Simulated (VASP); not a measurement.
# MgS (strained zincblende): one r²SCAN single-point calculation in two programs

```
Mg S
1.0
     0.00000    2.83088    2.88749
     2.83088    0.00000    2.88749
     2.83088    2.83088    0.00000
Mg S
1 1
Cartesian
  0.0000 0.0000 0.0000
  1.4154 1.4154 1.4437
```

The two codes use different PAW datasets and cutoffs. VASP's cell holds 8 valence electrons and Ansatz's 16. Ansatz's stress includes a Pulay correction; VASP's doesn't.

Cutoffs: 520 eV in VASP, 500 eV in Ansatz. k meshes: 8×8×8 and 8×8×8.

|  | VASP | Ansatz |
| --- | --- | --- |
| gap between bands v and c | 4.00 eV | 4.02 eV |
| least direct gap | 4.00 eV | 4.02 eV |
| pressure | -1.4 GPa | -1.1 GPa |

Band v is the last that the valence electrons fill when counted band by band, and c is the next. Levels in eV from the top of v, Ansatz:

| point | v−1 | v | c | c+1 |
| --- | --- | --- | --- | --- |
| Γ | 0.00 | 0.00 | 4.02 | 8.50 |
| X | -0.98 | -0.98 | 4.35 | 6.31 |
| K | -1.87 | -0.85 | 5.26 | 7.47 |
| L | -0.39 | -0.29 | 5.70 | 8.06 |
| W | -1.83 | -1.31 | 5.99 | 8.55 |

VASP:

```tsv
point	v−1	v	c	c+1
Γ	0.00	0.00	4.00	8.52
X	-0.98	-0.98	4.35	6.31
K	-1.87	-0.86	5.26	7.48
L	-0.39	-0.29	5.69	8.08
W	-1.83	-1.32	6.00	8.54
```
